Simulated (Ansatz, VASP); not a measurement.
## One calculation of SnH5, two programs

INCAR

```
PREC = Accurate ; ENCUT = 600
EDIFF = 1E-7 ; ISMEAR = 0
SIGMA = 0.1 ; LREAL = F
LASPH = T ; NELM = 60
ALGO = Normal ; ISIF = 3
LWAVE = F ; LCHARG = F
GGA = PE ; IBRION = 2
NSW = 90 ; EDIFFG = -0.04
```

The input KPOINTS:

```
regular mesh
0
Gamma
  6 6 4
```

The input POSCAR:

```
SnH5
1.0
    3.6179886405      0.0000000000      0.0000000000
   -1.8089943202      3.1332700732      0.0000000000
    0.0000000000      0.0000000000      5.3527113469
Sn H
1 5
Direct
    0.3333333333      0.6666666667      0.0000000000
    0.6666666667      0.3333333333      0.6816706880
    0.3333333333      0.6666666667      0.5725164361
    0.6666666667      0.3333333333      0.5000000000
    0.3333333333      0.6666666667      0.4274835639
    0.6666666667      0.3333333333      0.3183293120
```

Input for Ansatz:

```yaml
crystal:
  lattice:
    - [3.6179886405, 0.0, 0.0]
    - [-1.8089943202, 3.1332700732, 0.0]
    - [0.0, 0.0, 5.3527113469]
  atoms:
    - { symbol: Sn, position: [0.3333333333, 0.6666666667, 0.0] }
    - { symbol: H, position: [0.6666666667, 0.3333333333, 0.681670688] }
    - { symbol: H, position: [0.3333333333, 0.6666666667, 0.5725164361] }
    - { symbol: H, position: [0.6666666667, 0.3333333333, 0.5] }
    - { symbol: H, position: [0.3333333333, 0.6666666667, 0.4274835639] }
    - { symbol: H, position: [0.6666666667, 0.3333333333, 0.318329312] }
basis:
  ecutwfc: 420
kpoints:
  mp_grid: { grid: [6, 6, 4] }
hamiltonian:
  xc: pbe
scf:
  occupations: { method: gaussian, width: 0.1 }
  lower_state_search: "off"
output:
  forces: true
  stress: true
  eigenvalues: true
relax:
  adjacent_minimum: "off"
  f_tol: 0.04
  max_steps: 70
  cell: { stress_tol: 0.4 }
```

Change from the starting cell: species swapped into the CeMg5 type (P-6m2, No. 187).

Alike in both runs: task relaxation of cell and atoms; functional PBE; k mesh 6 × 6 × 4; occupations gaussian, width 0.1 eV; no spin polarisation.

```csv
,VASP,Ansatz
version,VASP 6.6.1,Ansatz 0.2.0
potentials or method,"VASP PAW PBE potentials, release 64 (Sn_d, H)","scalar-relativistic, plane waves, PAW"
plane-wave cutoff (eV),600,420
valence electrons in the cell,19,19
```

VASP gave:

- gap on the k mesh at the Fermi level, each at its own relaxed structure (eV): none
- relaxed volume (Å³/atom): 9.85
- relaxed cell length with the largest relative difference (Å): 3.477
- energy change over the relaxation (meV/atom): -12

Problem. Which values does Ansatz return?

Solution. gap on the k mesh at the Fermi level, each at its own relaxed structure (eV): none; relaxed volume (Å³/atom): 9.97; relaxed cell length with the largest relative difference (Å): 3.494; energy change over the relaxation (meV/atom): -12.

A gap of «none» marks a metal or a gap that the smearing closes.
